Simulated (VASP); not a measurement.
# Pt in VASP: further runs

One sheet, Pt, is run at these levels: PBE+U; tasks: single point.

Everything below comes from runs of VASP 6.6.1. Logs are shortened: lines on timing, memory, paths and dates and some standing lists are left out, and cuts for length are marked.

### 1 Starting point

The cell holds a sheet with vacuum, 1 atom: a = 2.523 Å, b = 2.523 Å, c = 23.800 Å, α = 90.00°, β = 90.00°, γ = 90.00°.

The cell was built by a generator and needn't be a form met in nature.

### 2 Single point, PBE+U

File INCAR:

```
SYSTEM = Pt
ALGO     = Normal         ! electronic algorithm
DIPOL    = 0.5 0.5 0.294
EDIFF    = 1E-7           ! SCF threshold, eV
ENCUT    = 520            ! plane-wave cutoff, eV
GGA      = PE             ! functional
IDIPOL   = 3            
ISIF     = 2              ! what is computed and relaxed
ISMEAR   = -1             ! smearing method
LASPH    = .TRUE.         ! aspherical terms in the spheres
LCHARG   = .FALSE.        ! write CHGCAR
LDAU     = .TRUE.         ! DFT+U
LDAUJ    = 0            
LDAUL    = 2              ! shell
LDAUPRINT= 1            
LDAUTYPE = 2            
LDAUU    = 4              ! U, eV
LDIPOL   = .TRUE.       
LMAXMIX  = 4              ! l up to which the mixer works
LREAL    = .FALSE.        ! projectors in reciprocal space
LWAVE    = .FALSE.        ! write WAVECAR
NELM     = 100            ! most SCF steps
PREC     = Accurate       ! precision mode
SIGMA    = 0.05           ! smearing width, eV
```

File KPOINTS:

```
k-points
0
G
  10 10 1
  0 0 0
```

File POSCAR:

```
Pt
1.0
    2.5230800000      0.0000000000      0.0000000000
    0.0000000000      2.5230800000      0.0000000000
    0.0000000000      0.0000000000     23.8000000000
Pt
1
Direct
    0.0000000000      0.0000000000      0.2941200000
```

Potentials or basis: VASP PAW PBE potentials, release 64 (Pt).

Run with:

```sh
cat potpaw_PBE.64/Pt/POTCAR > POTCAR
mpirun -np 1 vasp_std > vasp.out
```

OUTCAR:

```text
SYSTEM = Pt
   EDIFF = 1E-7
   ENCUT = 520
   GGA = PE
   ISIF = 2
   ISMEAR = -1
   LASPH = .TRUE.
   LREAL = .FALSE.
   NELM = 100
   PREC = Accurate

 ion  position               nearest neighbor table
   1  0.000  0.000  0.294-

  LATTYP: Found a simple tetragonal cell.
 ALAT       =     2.5230800000
 C/A-ratio  =     9.4329153257

  Lattice vectors:

 A1 = (   2.5230800000,   0.0000000000,   0.0000000000)
 A2 = (   0.0000000000,   2.5230800000,   0.0000000000)
 A3 = (   0.0000000000,   0.0000000000,  23.8000000000)

Analysis of symmetry for initial positions (statically):
=====================================================================
 Subroutine PRICEL returns:
 Original cell was already a primitive cell.

 Routine SETGRP: Setting up the symmetry group for a
 simple tetragonal supercell.

 Subroutine GETGRP returns: Found 16 space group operations
 (whereof  8 operations were pure point group operations)
 out of a pool of 16 trial point group operations.

The static configuration has the point symmetry C_4v.
 The point group associated with its full space group is D_4h.

Analysis of symmetry for dynamics (positions and initial velocities):
=====================================================================
 Subroutine PRICEL returns:
 Original cell was already a primitive cell.

 Routine SETGRP: Setting up the symmetry group for a
 simple tetragonal supercell.

 Subroutine GETGRP returns: Found 16 space group operations
 (whereof  8 operations were pure point group operations)
 out of a pool of 16 trial point group operations.

The dynamic configuration has the point symmetry C_4v.
 The point group associated with its full space group is D_4h.

 Subroutine INISYM returns: Found 16 space group operations
 (whereof  8 operations are pure point group operations),
 and found     1 'primitive' translations

----------------------------------------------------------------------------------------

                                     Primitive cell
[... 152 lines left out ...]
  o =  0.7875  v =  0.0000  0.0000  0.0000  0.0000  0.0000  0.0000  0.0000 -0.0000 -0.0000 -1.0000      0.0000  0.0000  0.0000  0.0000  0.0000  0.0000  0.0000  0.0000  0.0000  0.0000
  o =  0.7916  v =  0.0000  0.0000  0.0000  0.0000  0.0000  1.0000  0.0000  0.0000  0.0000  0.0000      0.0000  0.0000  0.0000  0.0000  0.0000  0.0000  0.0000  0.0000  0.0000  0.0000
  o =  0.7916  v =  1.0000  0.0000  0.0000  0.0000  0.0000  0.0000  0.0000  0.0000  0.0000  0.0000      0.0000  0.0000  0.0000  0.0000  0.0000  0.0000  0.0000  0.0000  0.0000  0.0000
  o =  0.8664  v =  0.0000 -0.8895  0.0000  0.4570 -0.0000  0.0000  0.0000  0.0000  0.0000  0.0000      0.0000  0.0000  0.0000  0.0000  0.0000  0.0000  0.0000  0.0000  0.0000  0.0000
  o =  0.8664  v =  0.0000  0.0000  0.0000  0.0000  0.0000  0.0000 -0.8895  0.0000  0.4570 -0.0000      0.0000  0.0000  0.0000  0.0000  0.0000  0.0000  0.0000  0.0000  0.0000  0.0000
  o =  0.8664  v =  0.0000  0.0000  0.0000  0.0000  0.0000  0.0000  0.4570  0.0000  0.8895  0.0000      0.0000  0.0000  0.0000  0.0000  0.0000  0.0000  0.0000  0.0000  0.0000  0.0000
  o =  0.8664  v =  0.0000  0.4570  0.0000  0.8895  0.0000  0.0000  0.0000  0.0000  0.0000  0.0000      0.0000  0.0000  0.0000  0.0000  0.0000  0.0000  0.0000  0.0000  0.0000  0.0000
  o =  0.9279  v =  0.0000  0.0000  0.0000  0.0000  0.0000  0.0000  0.0000 -1.0000  0.0000  0.0000      0.0000  0.0000  0.0000  0.0000  0.0000  0.0000  0.0000  0.0000  0.0000  0.0000
  o =  0.9279  v =  0.0000  0.0000 -1.0000  0.0000  0.0000  0.0000  0.0000  0.0000  0.0000  0.0000      0.0000  0.0000  0.0000  0.0000  0.0000  0.0000  0.0000  0.0000  0.0000  0.0000

 number of electron      10.0000003 magnetization

 dipolmoment           0.000000      0.000000      0.000000 electrons x Angstroem

 Free energy of the ion-electron system (eV)
  ---------------------------------------------------
  ext. energy  EPLUGINS =         0.00000000
  ---------------------------------------------------
  free energy    TOTEN  =        -1.94341734 eV

  energy without entropy =       -1.92978903  energy(sigma->0) =       -1.93660319

 E-fermi :  -4.8350     XC(G=0):  -2.0192

 val. band max:       -4.9116062303   @ k =   0.1000   0.0000   0.0000
 cond. band min:      -4.8193270400   @ k =   0.2000   0.0000   0.0000
 fundamental gap:      0.0922791902
 Fermi energy:        -4.8349757604

 k-point     1 :       0.0000    0.0000    0.0000
  band No.  band energies     occupation
      1     -11.4524      2.00000
      2     -10.7592      2.00000
      3      -7.0379      2.00000
      4      -4.9465      1.80579
      5      -4.9465      1.80579
      6      -3.8083      0.00000
      7      -2.3487      0.00000
      8       1.3653      0.00000
      9       1.7554      0.00000
[... 229 lines left out ...]
 k-point    21 :       0.5000    0.5000    0.0000
  band No.  band energies     occupation
      1     -10.6937      2.00000
      2      -7.8998      2.00000
      3      -7.8998      2.00000
      4      -5.2588      1.99958
      5      -1.8170      0.00000
      6       4.0124      0.00000
      7       4.0124      0.00000
      8       8.3498      0.00000
      9       8.8079      0.00000

------------------------ aborting loop because EDIFF is reached ----------------------------------------

 vacuum level on the upper side and lower side of the slab       (xc-potential included)        -0.008        -0.008

  FORCE on cell =-STRESS in cart. coord.  units (eV):
  Direction    XX          YY          ZZ          XY          YZ          ZX
  --------------------------------------------------------------------------------------
  -------------------------------------------------------------------------------------
  Total       -0.9335484     -0.9335484     -0.0230362      0.0000000      0.0000000      0.0000000
  in kB       -9.8720741     -9.8720741     -0.2436030      0.0000000      0.0000000      0.0000000
  external PRESSURE =      -6.6625837 kB  Pullay stress =       0.0000000 kB

 VOLUME and BASIS-vectors are now :
 -----------------------------------------------------------------------------
  energy-cutoff  :      520.00
  volume of cell :      151.51
      direct lattice vectors                 reciprocal lattice vectors
     2.523080000  0.000000000  0.000000000     0.396340980  0.000000000  0.000000000
     0.000000000  2.523080000  0.000000000     0.000000000  0.396340980  0.000000000
     0.000000000  0.000000000 23.800000000     0.000000000  0.000000000  0.042016807

 POSITION                                       TOTAL-FORCE (eV/Angst)
 -----------------------------------------------------------------------------------
      0.00000      0.00000      7.00006        -0.000000      0.000000      0.000000
 -----------------------------------------------------------------------------------
    total drift:                               -0.000000     -0.000000      0.000010

  FREE ENERGIE OF THE ION-ELECTRON SYSTEM (eV)
  ---------------------------------------------------
  free  energy   TOTEN  =        -1.9434173435 eV

  energy  without entropy=       -1.9297890279  energy(sigma->0) =       -1.93660319

 vacuum level on the upper side and lower side of the slab         1.583         1.581
```

OSZICAR:

```text
N       E                     dE             d eps       ncg     rms          rms(c)
DAV:   1     0.726981101517E+02    0.72698E+02   -0.33295E+03   378   0.773E+02
DAV:   2     0.479880156848E+00   -0.72218E+02   -0.66143E+02   620   0.127E+02
DAV:   3    -0.203393319331E+01   -0.25138E+01   -0.24843E+01   437   0.374E+01
[... 13 lines left out ...]
DAV:  17    -0.194341456515E+01   -0.59255E-05   -0.17453E-07   440   0.300E-03    0.335E-04
DAV:  18    -0.194341673480E+01   -0.21696E-05   -0.41938E-08   483   0.110E-03    0.107E-04
DAV:  19    -0.194341698121E+01   -0.24641E-06   -0.30485E-09   483   0.345E-04    0.422E-05
DAV:  20    -0.194341731746E+01   -0.33626E-06   -0.63518E-09   480   0.322E-04    0.158E-05
DAV:  21    -0.194341734346E+01   -0.25997E-07   -0.14947E-10   425   0.616E-05
   1 F= -.19434173E+01 E0= -.19366032E+01  d E =-.136283E-01
```

stdout:

```text
POSCAR found type information on POSCAR Pt
 POSCAR found :  1 types and       1 ions
 scaLAPACK will be used
 LDA part: xc-table for (Slater+PW92), standard interpolation
 POSCAR, INCAR and KPOINTS ok, starting setup
 FFT: planning ... GRIDC
 FFT: planning ... GRID_SOFT
 FFT: planning ... GRID
 WAVECAR not read
 entering main loop
```

Wall time 39 s (1 thread of AMD EPYC 7R43 (Zen 3), shared host); peak memory 0.2 GiB.

What came out:

| Item | Value |
| --- | --- |
| Free energy | -1.9434 eV |
| Band gap on the k mesh | none (metal or under the smearing width) |

Eigenvalues of the final occupation matrices:
```
    site  spin  trace               eigenvalues
site 1 d     1   4.24  0.79 0.79 0.87 0.87 0.93
site 1 d     2   4.24  0.79 0.79 0.87 0.87 0.93
```

Caveat: U without spin polarisation on a metal has little footing; the U is typed as a test and isn't derived for this compound. Spin-orbit coupling is left out, which matters for the levels of Pt.

### 3 Single point, PBE+U

Edit INCAR of step 2 so:

```diff
@@ -16,3 +16,3 @@
 LDAUTYPE = 2            
-LDAUU    = 4              ! U, eV
+LDAUU    = 5              ! U, eV
 LDIPOL   = .TRUE.
```

KPOINTS is that of step 2.

POSCAR is that of step 2.

Potentials or basis: VASP PAW PBE potentials, release 64 (Pt).

Run with:

```sh
cat potpaw_PBE.64/Pt/POTCAR > POTCAR
mpirun -np 1 vasp_std > vasp.out
```

OUTCAR:

```text
SYSTEM = Pt
   EDIFF = 1E-7
   ENCUT = 520
   GGA = PE
   ISIF = 2
   ISMEAR = -1
   LASPH = .TRUE.
   LREAL = .FALSE.
   NELM = 100
   PREC = Accurate

 ion  position               nearest neighbor table
   1  0.000  0.000  0.294-

  LATTYP: Found a simple tetragonal cell.
 ALAT       =     2.5230800000
 C/A-ratio  =     9.4329153257

  Lattice vectors:

 A1 = (   2.5230800000,   0.0000000000,   0.0000000000)
 A2 = (   0.0000000000,   2.5230800000,   0.0000000000)
 A3 = (   0.0000000000,   0.0000000000,  23.8000000000)

Analysis of symmetry for initial positions (statically):
=====================================================================
 Subroutine PRICEL returns:
 Original cell was already a primitive cell.

 Routine SETGRP: Setting up the symmetry group for a
 simple tetragonal supercell.

 Subroutine GETGRP returns: Found 16 space group operations
 (whereof  8 operations were pure point group operations)
 out of a pool of 16 trial point group operations.

The static configuration has the point symmetry C_4v.
 The point group associated with its full space group is D_4h.

Analysis of symmetry for dynamics (positions and initial velocities):
=====================================================================
 Subroutine PRICEL returns:
 Original cell was already a primitive cell.

 Routine SETGRP: Setting up the symmetry group for a
 simple tetragonal supercell.

 Subroutine GETGRP returns: Found 16 space group operations
 (whereof  8 operations were pure point group operations)
 out of a pool of 16 trial point group operations.

The dynamic configuration has the point symmetry C_4v.
 The point group associated with its full space group is D_4h.

 Subroutine INISYM returns: Found 16 space group operations
[... 164 lines left out ...]
  o =  0.9366  v =  0.0000 -0.2085 -0.0000  0.9780  0.0000  0.0000  0.0000  0.0000  0.0000  0.0000      0.0000  0.0000  0.0000  0.0000  0.0000  0.0000  0.0000  0.0000  0.0000  0.0000
  o =  0.9366  v =  0.0000  0.0000  0.0000  0.0000  0.0000  0.0000 -0.9780  0.0000 -0.2085  0.0000      0.0000  0.0000  0.0000  0.0000  0.0000  0.0000  0.0000  0.0000  0.0000  0.0000
  o =  0.9366  v =  0.0000 -0.9780  0.0000 -0.2085  0.0000  0.0000  0.0000  0.0000  0.0000  0.0000      0.0000  0.0000  0.0000  0.0000  0.0000  0.0000  0.0000  0.0000  0.0000  0.0000

 number of electron      10.0000003 magnetization

 dipolmoment           0.000000      0.000000      0.000001 electrons x Angstroem

 Free energy of the ion-electron system (eV)
  ---------------------------------------------------
  ext. energy  EPLUGINS =         0.00000000
  ---------------------------------------------------
  free energy    TOTEN  =        -1.33806474 eV

  energy without entropy =       -1.32463075  energy(sigma->0) =       -1.33134775

 E-fermi :  -4.9732     XC(G=0):  -2.0064

 val. band max:       -4.9974481841   @ k =   0.5000   0.0000   0.0000
 cond. band min:      -4.8970646778   @ k =   0.5000   0.3000   0.0000
 fundamental gap:      0.1003835063
 Fermi energy:        -4.9732472198

 k-point     1 :       0.0000    0.0000    0.0000
  band No.  band energies     occupation
      1     -11.5702      2.00000
      2     -11.0634      2.00000
      3      -7.0198      2.00000
      4      -5.3731      1.99933
      5      -5.3731      1.99933
      6      -3.6007      0.00000
      7      -2.2157      0.00000
      8       1.3650      0.00000
      9       1.7485      0.00000
[... 229 lines left out ...]
 k-point    21 :       0.5000    0.5000    0.0000
  band No.  band energies     occupation
      1     -10.5084      2.00000
      2      -8.3446      2.00000
      3      -8.3446      2.00000
      4      -5.3570      1.99907
      5      -2.0662      0.00000
      6       4.1216      0.00000
      7       4.1216      0.00000
      8       8.3918      0.00000
      9       8.8980      0.00000

------------------------ aborting loop because EDIFF is reached ----------------------------------------

 vacuum level on the upper side and lower side of the slab       (xc-potential included)        -0.017        -0.017

  FORCE on cell =-STRESS in cart. coord.  units (eV):
  Direction    XX          YY          ZZ          XY          YZ          ZX
  --------------------------------------------------------------------------------------
  -------------------------------------------------------------------------------------
  Total       -0.8939272     -0.8939272     -0.0273264      0.0000000     -0.0000000      0.0000000
  in kB       -9.4530892     -9.4530892     -0.2889705      0.0000000     -0.0000000      0.0000000
  external PRESSURE =      -6.3983830 kB  Pullay stress =       0.0000000 kB

 VOLUME and BASIS-vectors are now :
 -----------------------------------------------------------------------------
  energy-cutoff  :      520.00
  volume of cell :      151.51
      direct lattice vectors                 reciprocal lattice vectors
     2.523080000  0.000000000  0.000000000     0.396340980  0.000000000  0.000000000
     0.000000000  2.523080000  0.000000000     0.000000000  0.396340980  0.000000000
     0.000000000  0.000000000 23.800000000     0.000000000  0.000000000  0.042016807

 POSITION                                       TOTAL-FORCE (eV/Angst)
 -----------------------------------------------------------------------------------
      0.00000      0.00000      7.00006        -0.000000      0.000000     -0.000000
 -----------------------------------------------------------------------------------
    total drift:                                0.000000     -0.000000      0.000014

  FREE ENERGIE OF THE ION-ELECTRON SYSTEM (eV)
  ---------------------------------------------------
  free  energy   TOTEN  =        -1.3380647402 eV

  energy  without entropy=       -1.3246307498  energy(sigma->0) =       -1.33134775

 vacuum level on the upper side and lower side of the slab         1.583         1.583
```

OSZICAR:

```text
N       E                     dE             d eps       ncg     rms          rms(c)
DAV:   1     0.746288728966E+02    0.74629E+02   -0.33440E+03   378   0.773E+02
DAV:   2     0.115655011202E+01   -0.73472E+02   -0.67474E+02   620   0.129E+02
DAV:   3    -0.136596033756E+01   -0.25225E+01   -0.24986E+01   437   0.382E+01
[... 39 lines left out ...]
DAV:  43    -0.133805440618E+01   -0.13163E-05   -0.92438E-07   399   0.891E-03    0.118E-02
DAV:  44    -0.133806390004E+01   -0.94939E-05   -0.40655E-05   454   0.559E-02    0.350E-03
DAV:  45    -0.133806426830E+01   -0.36826E-06   -0.80271E-07   418   0.822E-03    0.252E-03
DAV:  46    -0.133806469467E+01   -0.42637E-06   -0.57660E-06   378   0.209E-02    0.192E-03
DAV:  47    -0.133806474023E+01   -0.45561E-07   -0.21770E-07   403   0.444E-03
   1 F= -.13380647E+01 E0= -.13313477E+01  d E =-.134340E-01
```

It took 80 s on 1 thread of AMD EPYC 7R43 (Zen 3), shared host; peak memory 0.21 GiB.

Results:

- Free energy: -1.3381 eV
- Band gap on the k mesh: none (metal or under the smearing width)

Eigenvalues of the final occupation matrices:
```tsv
site	spin	trace	eigenvalues
site 1 d	1	4.30	0.70 0.80 0.94 0.94 0.94
site 1 d	2	4.30	0.70 0.80 0.94 0.94 0.94
```

Caveat: U without spin polarisation on a metal has little footing; the U is typed as a test and isn't derived for this compound. The run has no spin-orbit coupling, so splittings on Pt are missing.

### 4 Single point, PBE+U

Edit INCAR of step 3 so:

```diff
@@ -16,3 +16,3 @@
 LDAUTYPE = 2            
-LDAUU    = 5              ! U, eV
+LDAUU    = 6              ! U, eV
 LDIPOL   = .TRUE.
```

KPOINTS is that of step 3.

POSCAR is that of step 3.

Run with:

```sh
cat potpaw_PBE.64/Pt/POTCAR > POTCAR
mpirun -np 1 vasp_std > vasp.out
```

Run time: 65 s. Hardware: 1 thread of AMD EPYC 7R43 (Zen 3), shared host; peak memory 0.21 GiB.

It converged, with:

- Free energy: -0.8216 eV
- Band gap on the k mesh: none (metal or under the smearing width)

Levels at points of the mesh, in eV from the Fermi level:
```csv
k point,band 2,band 3,band 4,band 5,band 6,band 7,band 8,band 9
"(0.00, 0.00, 0.00)",-6.45,-2.16,-0.76,-0.76,1.49,2.84,6.30,6.69
"(0.50, 0.00, 0.00)",-4.63,-1.11,-1.02,-0.38,3.18,6.87,8.57,11.20
"(0.50, 0.50, 0.00)",-3.74,-3.74,-0.68,2.63,9.24,9.24,13.35,13.95
```

Eigenvalues of the final occupation matrices:
```csv
site,spin,trace,eigenvalues
site 1 d,1,4.37,0.67 0.83 0.96 0.96 0.96
site 1 d,2,4.37,0.67 0.83 0.96 0.96 0.96
```

Caveat: U without spin polarisation on a metal has little footing; the U is typed as a test and isn't derived for this compound.

### 5 For comparison

An earlier run on the cell as given: functional PBE; potentials or basis VASP PAW PBE potentials, release 64 (Pt); cutoff 520 eV; k mesh 10 × 10 × 1; occupations fermi-dirac, width 0.05 eV; no spin polarisation.

* Band gap on the k mesh: none (metal or under the smearing width)

### 6 Overview

```csv
level,U,gap on the mesh (eV)
PBE+U,Pt d U = 4 eV,none
PBE+U,Pt d U = 5 eV,none
PBE+U,Pt d U = 6 eV,none
PBE,-,none
```

Alike in all rows: task single point; potentials or basis VASP PAW PBE potentials, release 64 (Pt); no spin polarisation; cell as given; k mesh 10 × 10 × 1; cutoff (eV) 520; smearing fermi-dirac 0.05 eV.

Every run on the cell as given and a fine mesh finds a metal.

Caveats: U without spin polarisation on a metal has little footing (some runs); the U is typed as a test and isn't derived for this compound (some runs).

Absolute energies hang on the potentials; compare differences alone.
